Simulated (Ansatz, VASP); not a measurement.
**Two plane-wave programs on Sb**

```
CELL_PARAMETERS angstrom
0.00000 2.40710 2.40710
2.40710 0.00000 2.40710
2.40710 2.40710 0.00000
ATOMIC_POSITIONS crystal
Sb 0.00000 0.00000 0.00000
```

Alike in both runs: task single point; functional revPBE; k mesh 13 × 13 × 13; occupations fermi-dirac, width 0.1 eV; no spin polarisation.

|  | VASP | Ansatz |
| --- | --- | --- |
| version | VASP 6.6.1 | Ansatz 0.2.0 |
| potentials or method | VASP PAW PBE potentials, release 64 (Sb) | plane waves (420 eV) with PAW, scalar-relativistic |
| plane-wave cutoff (eV) | 520 | 420 |
| valence electrons in the cell | 5 | 15 |

|  | VASP | Ansatz | Ansatz less VASP |
| --- | --- | --- | --- |
| pressure (GPa) | 0.0 | 0.1 | +0.18 |

With one functional, cell and mesh, what is left measures potentials, basis and numerics. The two sets of potentials don't hold the same shells in valence.

Caveats: the PAW data sets were made with another functional, which shifts forces and pressure a little (VASP). The runs have no spin-orbit coupling, so splittings on Sb are missing.
